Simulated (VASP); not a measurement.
# CaF2 (Fluorite) (Fm-3m) in VASP: notebook, part 2 of 2

VASP 6.6.1. Earlier steps stand in the parts before.

## (3) Single point, PBE (volume scaled by 0.96)

File INCAR:

```
SYSTEM = CaF2
PREC     = Accurate       ! precision mode
ENCUT    = 520            ! plane-wave cutoff, eV
EDIFF    = 1E-7           ! SCF threshold, eV
ISMEAR   = -1             ! smearing method
SIGMA    = 0.05           ! smearing width, eV
LREAL    = .False.        ! projectors in reciprocal space
LASPH    = .True.         ! aspherical terms in the spheres
NELM     = 100            ! most SCF steps
ALGO     = Fast           ! electronic algorithm
ISIF     = 2              ! what is computed and relaxed
LWAVE    = .False.        ! write WAVECAR
LCHARG   = .False.        ! write CHGCAR
GGA      = PE             ! functional
NBANDS   = 19             ! bands
```

File KPOINTS:

```
regular mesh
0
Gamma
  8 8 8
  0 0 0
```

File POSCAR:

```
CaF2
1.0
    0.0000000000      2.6940900700      2.6940900700
    2.6940900700      0.0000000000      2.6940900700
    2.6940900700      2.6940900700      0.0000000000
Ca F
1 2
Direct
    0.0000000000      0.0000000000      0.0000000000
    0.7500000000      0.7500000000      0.7500000000
    0.2500000000      0.2500000000      0.2500000000
```

Potentials or basis: VASP PAW PBE potentials, release 64 (Ca_sv, F).

Run with:

```console
$ cat potpaw_PBE.64/Ca_sv/POTCAR potpaw_PBE.64/F/POTCAR > POTCAR
$ mpirun -np 1 vasp_std > vasp.out
```

Wall time 17 s (1 thread of Intel Xeon 6975P-C (Granite Rapids), shared host); peak memory 0.16 GiB.

The run converged. Its results:

```yaml
Free_energy: -17.2806 eV
Pressure: 6.5 GPa
Band_gap_on_the_k_mesh: 7.52 eV, indirect (least direct gap 7.79 eV)
```

Levels at points of the mesh, in eV from the valence-band top:
```
           k point  band 10  band 11  band 12  band 13  band 14  band 15
(0.00, 0.00, 0.00)    -0.26    -0.26    -0.26     7.52     9.32     9.32
(0.50, 0.00, 0.00)    -1.29    -0.86    -0.86     9.56     9.56    10.01
(0.50, 0.50, 0.00)    -0.39    -0.39     0.00     8.23     9.75    10.30
```

## (4) Single point, LDA

File INCAR:

```
SYSTEM = CaF2
  PREC = Accurate
  ENCUT = 520
  EDIFF = 1E-6
  ISMEAR = 0
  SIGMA = 0.05
  LREAL = .FALSE.
  LASPH = .TRUE.
  NELM = 100
  ALGO = Normal
  ISIF = 2
  LWAVE = .FALSE.
  LCHARG = .FALSE.
  NBANDS = 19
```

File KPOINTS:

```
regular mesh
0
G
  7 7 7
  0 0 0
```

File POSCAR:

```
CaF2
1.0
    0.0000000000      2.7310000000      2.7310000000
    2.7310000000      0.0000000000      2.7310000000
    2.7310000000      2.7310000000      0.0000000000
Ca F
1 2
Direct
    0.0000000000      0.0000000000      0.0000000000
    0.7500000000      0.7500000000      0.7500000000
    0.2500000000      0.2500000000      0.2500000000
```

Potentials or basis: VASP PAW LDA potentials, release 64 (Ca_sv, F).

Run with:

```console
$ cat potpaw_LDA.64/Ca_sv/POTCAR potpaw_LDA.64/F/POTCAR > POTCAR
$ mpirun -np 1 vasp_std > vasp.out
```

OUTCAR:

```text
SYSTEM = CaF2
   PREC = Accurate
   ENCUT = 520
   EDIFF = 1E-6
   ISMEAR = 0
   LREAL = .FALSE.
   LASPH = .TRUE.
   NELM = 100
   ISIF = 2

 ion  position               nearest neighbor table
   1  0.000  0.000  0.000-   2 2.37   2 2.37   2 2.37   2 2.37   3 2.37   3 2.37   3 2.37   3 2.37

   2  0.750  0.750  0.750-   1 2.37   1 2.37   1 2.37   1 2.37
   3  0.250  0.250  0.250-   1 2.37   1 2.37   1 2.37   1 2.37

  LATTYP: Found a face centered cubic cell.
 ALAT       =     5.4620000000

  Lattice vectors:

 A1 = (   0.0000000000,   2.7310000000,   2.7310000000)
[... 625 lines left out ...]
  FORCE on cell =-STRESS in cart. coord.  units (eV):
  Direction    XX          YY          ZZ          XY          YZ          ZX
  --------------------------------------------------------------------------------------
  -------------------------------------------------------------------------------------
  Total       -1.5321831     -1.5321831     -1.5321831      0.0000000      0.0000000     -0.0000000
  in kB      -60.2595888    -60.2595888    -60.2595888      0.0000000      0.0000000     -0.0000000
  external PRESSURE =     -60.2595888 kB  Pullay stress =       0.0000000 kB

 VOLUME and BASIS-vectors are now :
 -----------------------------------------------------------------------------
  energy-cutoff  :      520.00
  volume of cell :       40.74
      direct lattice vectors                 reciprocal lattice vectors
     0.000000000  2.731000000  2.731000000    -0.183083120  0.183083120  0.183083120
     2.731000000  0.000000000  2.731000000     0.183083120 -0.183083120  0.183083120
     2.731000000  2.731000000  0.000000000     0.183083120  0.183083120 -0.183083120

 POSITION                                       TOTAL-FORCE (eV/Angst)
 -----------------------------------------------------------------------------------
      0.00000      0.00000      0.00000         0.000000     -0.000000      0.000000
      4.09650      4.09650      4.09650        -0.000000     -0.000000     -0.000000
      1.36550      1.36550      1.36550         0.000000      0.000000      0.000000
 -----------------------------------------------------------------------------------
    total drift:                                0.000000     -0.000000      0.000000

  FREE ENERGIE OF THE ION-ELECTRON SYSTEM (eV)
  ---------------------------------------------------
  free  energy   TOTEN  =       -18.9577875797 eV

  energy  without entropy=      -18.9577875797  energy(sigma->0) =      -18.95778758
```

It took 10 s on 1 thread of Intel Xeon Platinum 8488C (Sapphire Rapids), shared host; peak memory 0.15 GiB.

What came out:

- Free energy: -18.9578 eV
- Pressure: -6.0 GPa
- Band gap on the k mesh: 6.93 eV, indirect (least direct gap 7.16 eV)

Caveat: an odd mesh through Γ misses points on the zone boundary, where band edges often lie.

## (5) Single point, PBEsol

File INCAR:

```
PREC     = Accurate       # precision mode
ENCUT    = 520            # plane-wave cutoff, eV
EDIFF    = 1E-6           # SCF threshold, eV
ISMEAR   = 1              # smearing method
SIGMA    = 0.1            # smearing width, eV
LREAL    = False          # projectors in reciprocal space
LASPH    = True           # aspherical terms in the spheres
NELM     = 100            # most SCF steps
ALGO     = Normal         # electronic algorithm
ISIF     = 2              # what is computed and relaxed
LWAVE    = False          # write WAVECAR
LCHARG   = True           # write CHGCAR
GGA      = PS             # functional
LELF     = True           # ELF
LVHAR    = True         
NBANDS   = 19             # bands
```

File KPOINTS:

```
Automatic mesh
0
Gamma
  10 10 10
```

POSCAR is that of step 4.

Potentials or basis: VASP PAW PBE potentials, release 64 (Ca_sv, F).

Run with:

```console
$ cat potpaw_PBE.64/Ca_sv/POTCAR potpaw_PBE.64/F/POTCAR > POTCAR
$ mpirun -np 1 vasp_std > vasp.out
```

Wall time 22 s (1 thread of Intel Xeon Platinum 8488C (Sapphire Rapids), shared host); peak memory 0.18 GiB.

Results (log left out):

```yaml
Free_energy: -17.8976 eV
Pressure: -1.6 GPa
Band_gap_on_the_k_mesh: 7.09 eV, indirect (least direct gap 7.35 eV)
```

Levels at points of the mesh, in eV from the valence-band top:
| k point | band 8 | band 9 | band 10 | band 11 | band 12 | band 13 | band 14 | band 15 | band 16 | band 17 |
| --- | --- | --- | --- | --- | --- | --- | --- | --- | --- | --- |
| (0.00, 0.00, 0.00) | -2.15 | -2.15 | -0.26 | -0.26 | -0.26 | 7.09 | 9.12 | 9.12 | 11.22 | 11.22 |
| (0.50, 0.00, 0.00) | -1.54 | -1.31 | -1.26 | -0.85 | -0.85 | 9.35 | 9.35 | 9.70 | 10.54 | 10.95 |
| (0.50, 0.50, 0.00) | -1.67 | -1.67 | -0.37 | -0.37 | 0.00 | 8.02 | 9.47 | 10.07 | 10.86 | 10.86 |

Caveat: the PAW data sets were made with another functional, which shifts forces and pressure a little.

## (6) Overview

| level | potentials or basis | cell | k mesh | smearing | gap on the mesh (eV) | pressure (GPa) |
| --- | --- | --- | --- | --- | --- | --- |
| PBE | VASP PAW PBE potentials, release 64 (Ca_sv, F) | volume scaled by 0.98 | 8 × 8 × 8 | fermi-dirac 0.05 eV | 7.40 | 4.4 |
| PBE | VASP PAW PBE potentials, release 64 (Ca_sv, F) | volume scaled by 0.96 | 8 × 8 × 8 | fermi-dirac 0.05 eV | 7.52 | 6.5 |
| LDA | VASP PAW LDA potentials, release 64 (Ca_sv, F) | as given | 7 × 7 × 7 | gaussian 0.05 eV | 6.93 | -6.0 |
| PBEsol | VASP PAW PBE potentials, release 64 (Ca_sv, F) | as given | 10 × 10 × 10 | methfessel-paxton 0.1 eV | 7.09 | -1.6 |

Alike in all rows: task single point; no spin polarisation; cutoff (eV) 520.

Caveats: an odd mesh through Γ misses points on the zone boundary, where band edges often lie (some runs); the PAW data sets were made with another functional, which shifts forces and pressure a little (some runs).

Absolute energies hang on the potentials; compare differences alone.
